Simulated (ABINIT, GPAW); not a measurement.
Given: the input of a run of ABINIT 10.8.3 (patched build) on Ti. The given cell was strained at random by a few per cent at fixed volume. This isn't the form of Ti at room conditions, which is hcp.

File run.abi:

```
pp_dirpath "./"
pseudos "Ti.upf"

acell 3*1.0
rprim
    -3.1466604489     3.1396061013     3.0218856123
     3.1754749928    -3.2221172130     3.1332112681
     3.0321354868     3.1075922510    -3.1043967241
ntypat 1
znucl 22
natom 1
typat 1
xcart
     0.0659565145    -0.0243400989    -0.0206581358
chkprim 0
chksymtnons 0
tolsym 1.0e-6

ecut 42.0

kptopt 1
ngkpt 11 11 11
nshiftk 1
shiftk 0.0 0.0 0.0

ixc -116133

nband 10
occopt 3
tsmear 0.05 eV

nstep 100
tolvrs 1.0e-10

iomode 3
prtwf 0
prtden 0
prteig 0
prtebands 0
enunit 2
```

Potentials or basis: PseudoDojo NC SR PBEsol v0.4.1 standard.

Command:

```sh
$ abinit run.abi > log 2>&1
```

Q: Set up the same calculation for GPAW 26.7.0 (ASE script). Potentials or basis there: PAW data sets generated for this functional, cutoff 600 eV.

A: As run (cutoffs and basis follow the program's own potentials, and thresholds, step limits or extra output files can differ):

Contents of run.py:

```python
from ase import Atoms
from ase.dft.bandgap import bandgap
from ase.io import write
from ase.units import GPa
from gpaw import GPAW, PW, setup_paths

setup_paths.insert(0, '.')

atoms = Atoms(['Ti'],
              cell=[[-1.665141, 1.661408, 1.599113],
                    [1.680389, -1.705071, 1.658024],
                    [1.604537, 1.644467, -1.642776]],
              scaled_positions=[[-0.007204, 0.007116, 0.006824]],
              pbc=True)

calc = GPAW(mode=PW(600),
            xc='PBEsol',
            kpts={'size': (11, 11, 11), 'gamma': True},
            occupations={'name': 'fermi-dirac', 'width': 0.05},
            nbands=14,
            convergence={'density': 1e-05, 'energy': 1e-05},
            maxiter=150,
            txt='gpaw.txt')
atoms.calc = calc
energy = atoms.get_potential_energy()
forces = atoms.get_forces()
stress = atoms.get_stress()
calc.write('gs.gpw')
write('result.traj', atoms)
print(f'Energy: {energy:.6f} eV')
print('Forces (eV/A):')
print(forces.round(4))
print('Stress (GPa):', (stress / GPa).round(3))
print('Fermi level:', round(calc.get_fermi_level(), 4), 'eV')
print(f'Gap: {bandgap(calc)[0]:.4f} eV, direct: {bandgap(calc, direct=True)[0]:.4f} eV')
```

Potentials or basis: PAW data sets generated in the run's folder for this functional, pw.

The run is started by

```console
$ gpaw-setup -f PBEsol Ti
$ OMP_NUM_THREADS=1 python run.py
```

Both were run:

|  | ABINIT | GPAW |
| --- | --- | --- |
| Pressure | -6.7 GPa | -7.2 GPa |
| Energy over the undisturbed cell | 2.4 meV/atom | 2.5 meV/atom |

Pressure is positive in compression.
